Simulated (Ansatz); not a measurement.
**A strain series on KF (CsCl type): uniaxial along x, other directions held**

KF in the CsCl-type structure, relaxed with r2SCAN in Ansatz, then strained (uniaxial along x, other directions held; changes of length per length, axes as in the cell below) with the atoms relaxed again within the symmetry that is left. It is cubic, Pm-3m (No. 221); conventional cell a = 3.179 Å, 16.06 Å³ an atom. K is surrounded by 8 F at 2.75 Å; F is surrounded by 8 K at 2.75 Å. Simulation only: spin-unpolarised, and no claim that this is the phase found in nature.

```yaml
crystal:
  lattice:
    - [3.17887, 0.00000, 0.00000]
    - [0.00000, 3.17887, 0.00000]
    - [0.00000, 0.00000, 3.17887]
  atoms:
    - { symbol: K, position: [0.00000, 0.00000, 0.00000] }
    - { symbol: F, position: [0.50000, 0.50000, 0.50000] }
```

Gaps are the least over each mesh (PBE 8×8×8, r2SCAN 8×8×8, HSE06 6×6×6 when unstrained) and the special points, which keep their unstrained names; stress is the change from the unstrained cell, compression positive.

```tsv
strain (%)	gap, PBE (eV)	gap, r2SCAN (eV)	gap, HSE06 (eV)	edges, HSE06	stress along the strain, r2SCAN (GPa)	energy rise, r2SCAN (meV/atom)
-5.9	7.117	8.052	9.259	M → Γ	+7.25	20.4
-5.89	7.116	8.052	9.259	M → Γ	+7.24	20.3
0.0	6.816	7.724	8.918	M → Γ	0.00	0.0
+3.52	6.506	7.399	8.589	M → Γ	-3.42	6.1
+5.49	6.333	7.218	8.405	M → Γ	-5.12	14.5
```

Between zero and the nearest strains the slope of the HSE06 gap against strain is -0.058 eV per percent for negative and -0.094 for positive strain.

The meshes of the hybrids are coarse, so their gaps aren't converged to the digits shown.
